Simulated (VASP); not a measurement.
## A VASP 6.6.1 single-point calculation on GaAs

INCAR

```
NBANDS = 16
ISYM = 1
ENCUT = 520
ISMEAR = -1
ISIF = 2
LASPH = .TRUE.
LCHARG = .FALSE.
LWAVE = .FALSE.
SIGMA = 0.02
PREC = Accurate
LREAL = .FALSE.
EDIFF = 1E-7
IBRION = -1
NSW = 0
NELM = 79
GGA = PE
```

KPOINTS

```
KPOINTS created by Atomic Simulation Environment
0
Gamma
8 8 8
0 0 0
```

POSCAR

```
Ga As
 1.0000000000000000
     0.0000000000000000    2.8755813722000001    2.8755813722000001
     2.8755813722000001    0.0000000000000000    2.8755813722000001
     2.8755813722000001    2.8755813722000001    0.0000000000000000
 Ga  As
   1   1
Cartesian
  0.0000000000000000  0.0000000000000000  0.0000000000000000
  1.4377906860999998  1.4377906860999998  1.4377906860999998
```

The recommended PBE PAW datasets give the neutral cell 18 valence electrons.

Command

```
mpirun -np 1 vasp_std
```

How does this run end, and what does it give?

It converged. Results: gap between bands v and c on the k mesh 0.14 eV; least direct gap on the k mesh 0.14 eV; pressure 0.0 GPa. Band v is the last that the valence electrons fill when counted band by band, and c is the next.

OSZICAR

```
N       E                     dE             d eps       ncg     rms          rms(c)
DAV:   1     0.832397183210E+02    0.83240E+02   -0.88706E+03   960   0.151E+03
DAV:   2    -0.169406323578E+01   -0.84934E+02   -0.80833E+02  1064   0.315E+02
DAV:   3    -0.831931227485E+01   -0.66252E+01   -0.66085E+01  1128   0.672E+01
DAV:   4    -0.842026545116E+01   -0.10095E+00   -0.10094E+00  1136   0.912E+00
DAV:   5    -0.842168584184E+01   -0.14204E-02   -0.14204E-02  1136   0.999E-01    0.275E+00
DAV:   6    -0.828660262378E+01    0.13508E+00   -0.21103E-01  1392   0.751E+00    0.165E+00
DAV:   7    -0.826985543722E+01    0.16747E-01   -0.57618E-02  1160   0.166E+00    0.555E-01
DAV:   8    -0.827075606482E+01   -0.90063E-03   -0.98142E-03  1120   0.110E+00    0.938E-02
DAV:   9    -0.827116063326E+01   -0.40457E-03   -0.93292E-04  1152   0.378E-01    0.528E-02
DAV:  10    -0.827122844809E+01   -0.67815E-04   -0.68902E-05  1256   0.759E-02    0.287E-02
DAV:  11    -0.827128268973E+01   -0.54242E-04   -0.78162E-05  1040   0.648E-02    0.373E-03
DAV:  12    -0.827128301076E+01   -0.32103E-06   -0.12802E-06  1192   0.147E-02    0.155E-03
DAV:  13    -0.827128343007E+01   -0.41931E-06   -0.57638E-07  1120   0.550E-03    0.628E-04
DAV:  14    -0.827128342548E+01    0.45852E-08   -0.11831E-08   920   0.116E-03
   1 F= -.82712834E+01 E0= -.82712658E+01  d E =-.352890E-04
```

For comparison, a separate PBE run of the intended cell, on usual settings and not on those above, gives a gap of 0.14 eV on its mesh and a pressure of 0.0 GPa.
